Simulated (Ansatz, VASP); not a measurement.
## CoO: VASP beside Ansatz

INCAR

```
ALGO     = Normal         # electronic algorithm
EDIFF    = 1E-6           # SCF threshold, eV
ENCUT    = 520            # plane-wave cutoff, eV
GGA      = PE             # functional
ISIF     = 2              # what is computed and relaxed
ISMEAR   = -1             # smearing method
ISPIN    = 2              # spin polarisation
LASPH    = True           # aspherical terms in the spheres
LCHARG   = False          # write CHGCAR
LMAXMIX  = 4              # l up to which the mixer works
LORBIT   = 11             # projections on sites
LREAL    = False          # projectors in reciprocal space
LWAVE    = False          # write WAVECAR
MAGMOM   = 2 0            # initial moments
NBANDS   = 18             # bands
NELM     = 150            # most SCF steps
PREC     = Accurate       # precision mode
SIGMA    = 0.05           # smearing width, eV
```

KPOINTS

```
k-points
0
Gamma
  11 11 10
```

The input POSCAR:

```
CoO
1.0
    2.9123193196      0.0000000000      0.0000000000
   -1.4561596547      2.5221425106      0.0000000000
    0.0000000000      0.0000000000      2.8422793619
Co O
1 1
Direct
    0.0000000000      0.0000000000      0.0000000000
    0.6666666667      0.3333333333      0.5000000000
```

Contents of input.yaml:

```yaml
crystal:
  lattice:
    - [2.9123193196, 0.0, 0.0]
    - [-1.4561596547, 2.5221425106, 0.0]
    - [0.0, 0.0, 2.8422793619]
  atoms:
    - { symbol: Co, position: [0.0, 0.0, 0.0], spin: 2.0 }
    - { symbol: O, position: [0.6666666667, 0.3333333333, 0.5] }
hamiltonian:
  xc: pbe
  pseudopotentials: { kind: paw }
magnetization:
  spin_polarized: true
kpoints:
  mp_grid: { grid: [11, 11, 10] }
scf:
  occupations: { method: fermi_dirac, width: 0.05 }
output:
  forces: true
  stress: true
  eigenvalues: true
```

Measurements of this composition are mostly on another form, of space group No. 225.

Alike in both runs: task single point; functional PBE; k mesh 11 × 11 × 10; occupations fermi-dirac, width 0.05 eV; collinear spin.

```csv
,VASP,Ansatz
version,VASP 6.6.1,Ansatz 0.2.0
potentials or method,"VASP PAW PBE potentials, release 64 (Co, O)",Ansatz PAW
plane-wave cutoff (eV),520,420
valence electrons in the cell,15,23
```

```csv
,VASP,Ansatz,Ansatz less VASP
gap on the k mesh at the Fermi level (eV),none,none,-
pressure (GPa),-15.6,-15.5,+0.11
largest component of the traceless stress (GPa),4.65,4.33,-0.320
net moment per atom (μB),1.50,1.50,0.000
size of the moment on the site where the two differ most (μB),2.56,2.53,-0.034
```

Site moments also hang on the region over which each program counts them. A gap of «none» marks a metal or a gap that the smearing closes. With one functional, cell and mesh, what is left measures potentials, basis and numerics. The two sets of potentials don't hold the same shells in valence.

Caveats: a cell with one magnetic atom can't hold antiferromagnetic order, which such compounds often take; semilocal functionals often make such compounds metallic where correlation or magnetic order opens a gap, which also shifts bond lengths; so large a pressure means that the cell lies far from this level's equilibrium, or that cutoff or potentials fall short (VASP); the pressure holds a Pulay correction of +0.6 GPa for the finite cutoff (Ansatz).
